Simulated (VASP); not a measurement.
# NaF in VASP: relaxing the cell with several functionals

Aim: the equilibrium cell of NaF (CsCl type) with r2SCAN, PBEsol and LDA. This is a trial cell built on a prototype, not taken from a measured structure, and it needn't be the compound's ground state.

The runs shown are made with VASP 6.6.1. PAW datasets, plane waves, zero pressure. No spin polarisation. The prototype was imposed, so other structures may be more stable.

### Step 1. Starting point

The cell comes from an earlier relaxation with PBE in another program.

The symmetry is Pm-3m (No. 221, cubic); a = 2.865 Å in the conventional setting, 11.76 Å³ an atom. Na has 8 F at 2.48 Å; F has 8 Na at 2.48 Å.

As a file:

```cif
data_structure
_symmetry_space_group_name_H-M 'P 1'
_symmetry_Int_Tables_number 1
_cell_length_a 2.8648
_cell_length_b 2.8648
_cell_length_c 2.8648
_cell_angle_alpha 90.000
_cell_angle_beta 90.000
_cell_angle_gamma 90.000
_cell_volume 23.51
loop_
_atom_site_label
_atom_site_type_symbol
_atom_site_fract_x
_atom_site_fract_y
_atom_site_fract_z
_atom_site_occupancy
Na1 Na 0.00000 0.00000 0.00000 1
F1 F 0.50000 0.50000 0.50000 1
```

### Step 2. r2SCAN: cell and atoms

INCAR

```
ENCUT = 600.000000
SIGMA = 0.020000
EDIFF = 1.00e-07
EDIFFG = -5.00e-03
ALGO = Normal
METAGGA = R2SCAN
PREC = Accurate
IBRION = 2
ISIF = 3
ISMEAR = -1
NBANDS = 14
NELM = 120
NSW = 40
LASPH = .TRUE.
LCHARG = .FALSE.
LWAVE = .FALSE.
LREAL = .FALSE.
```

KPOINTS

```
KPOINTS created by Atomic Simulation Environment
0
Gamma
8 8 8
0 0 0
```

POSCAR

```
Na F
 1.0000000000000000
     2.8648043891630715    0.0000000000000000   -0.0000000000000000
     0.0000000000000000    2.8648043891630715    0.0000000000000000
     0.0000000000000000    0.0000000000000000    2.8648043891630715
 Na  F
   1   1
Cartesian
  0.0000000000000000  0.0000000000000000 -0.0000000000000000
  1.4324021945815355  1.4324021945815355  1.4324021945815355
```

Potentials: the recommended PBE PAW datasets, 14 valence electrons in the neutral cell.

Started as:

```sh
$ mpirun -np 1 vasp_std
```

### Step 3. Relaxing with PBEsol

Changes to INCAR since step 2:

```diff
@@ -4,4 +4,3 @@
 EDIFFG = -5.00e-03
-ALGO = Normal
-METAGGA = R2SCAN
+GGA = PS
 PREC = Accurate
```

KPOINTS is that of step 2.

POSCAR is that of step 2.

### Step 4. Relaxation with LDA

Changes to INCAR since step 3:

```diff
@@ -4,3 +4,3 @@
 EDIFFG = -5.00e-03
-GGA = PS
+GGA = CA
 PREC = Accurate
```

KPOINTS is that of step 3.

POSCAR is that of step 3.

Potentials: the recommended LDA PAW datasets, 14 valence electrons in the neutral cell.

Before running it: what results should come out? Wanted: for each run, a; volume; space group.

As calculated:

```
 level  a (Å)  volume (Å³/atom)  space group
r2SCAN  2.776            10.696        Pm-3m
PBEsol  2.813            11.128        Pm-3m
   LDA  2.735            10.225        Pm-3m
```

The r2SCAN run changed the volume by -9.0 % from its own start of 11.76 Å³/atom. The volume spreads over 8.8 %, from LDA to PBEsol.
